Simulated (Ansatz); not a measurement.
# NbC (Fm-3m): equation of state

The task here is to estimate one member of a computed series from the others.

Method: DFT PBE, scalar-relativistic, plane waves, PAW, in Ansatz 0.2.0.

## Starting point

It takes space group Fm-3m (No. 225, cubic). The conventional cell has a = 4.485 Å, b = 4.485 Å, c = 4.485 Å, α = 90.00°, β = 90.00°, γ = 90.00°. Nb (site symmetry m-3m) is surrounded by 6 C at 2.24 Å. C (site symmetry m-3m) is surrounded by 6 Nb at 2.24 Å.

Coordinates:

```cif
data_structure
_symmetry_space_group_name_H-M 'P 1'
_symmetry_Int_Tables_number 1
_cell_length_a 3.1713
_cell_length_b 3.1713
_cell_length_c 3.1713
_cell_angle_alpha 60.000
_cell_angle_beta 60.000
_cell_angle_gamma 60.000
_cell_volume 22.55
loop_
_atom_site_label
_atom_site_type_symbol
_atom_site_fract_x
_atom_site_fract_y
_atom_site_fract_z
_atom_site_occupancy
Nb1 Nb 0.00000 0.00000 0.00000 1
C1 C 0.50000 0.50000 0.50000 1
```

This cell comes from an earlier session at PBE: 11.277 Å³/atom at 0.00 GPa, on a 18×18×18 mesh.

Volume factors to run: 0.980, 1.020, 0.960, 1.040.

Set-up of the first run:

File input.yaml:

```yaml
crystal:
  lattice:
    - [0.0, 2.2274317809, 2.2274317809]
    - [2.2274317809, 0.0, 2.2274317809]
    - [2.2274317809, 2.2274317809, 0.0]
  atoms:
    - { symbol: Nb, position: [0.0, 0.0, 0.0] }
    - { symbol: C, position: [0.5, 0.5, 0.5] }
basis:
  ecutwfc: 420
  ecutrho_ratio: 4
kpoints:
  mp_grid: { grid: [18, 18, 18] }
hamiltonian:
  xc: pbe
scf:
  occupations: { method: gaussian, width: 0.05 }
output:
  forces: true
  stress: true
  eigenvalues: true
```

Command:

```bash
> ansatz run input.yaml --threads 1 --pin off --max-ram 2560MiB --backend cpu --events-out ev --progress --plain --runs-dir out
```

Steps of the session up to this table: Scaling the volume by 0.980; Volume × 1.020; Scaling the volume by 0.960; Scaling the volume by 1.040.

One table of the session follows, with a row left open; its other results are not shown here.

```
volume (Å³/atom)  energy (meV/atom)  pressure (GPa)
          10.826              18.14           13.36
          11.051                  ?               ?
          11.277               0.00            0.00
          11.502               4.09           -5.70
          11.728              15.79          -10.83
```

Q: Estimate the row for volume (Å³/atom) = 11.051 from the others.

Worked estimate for «energy (meV/atom)». A straight line through the neighbours (10.826, 18.14) and (11.277, 0.00) gives 18.14 + (0.00 − 18.14) × (11.051 − 10.826) / (11.277 − 10.826) = 9.09; a parabola fitted to 3 rows on both sides gives 4.70.

**Answer.** energy (meV/atom): 4.38; pressure (GPa): 6.34. In «energy (meV/atom)» the line misses by +4.71 and the parabola by +0.32.

volume (Å³/atom), energy (meV/atom) and a bar:
```
    10.83       18.1 ##############################
    11.05        4.4 #######
    11.28        0.0 
    11.50        4.1 #######
    11.73       15.8 ##########################
```
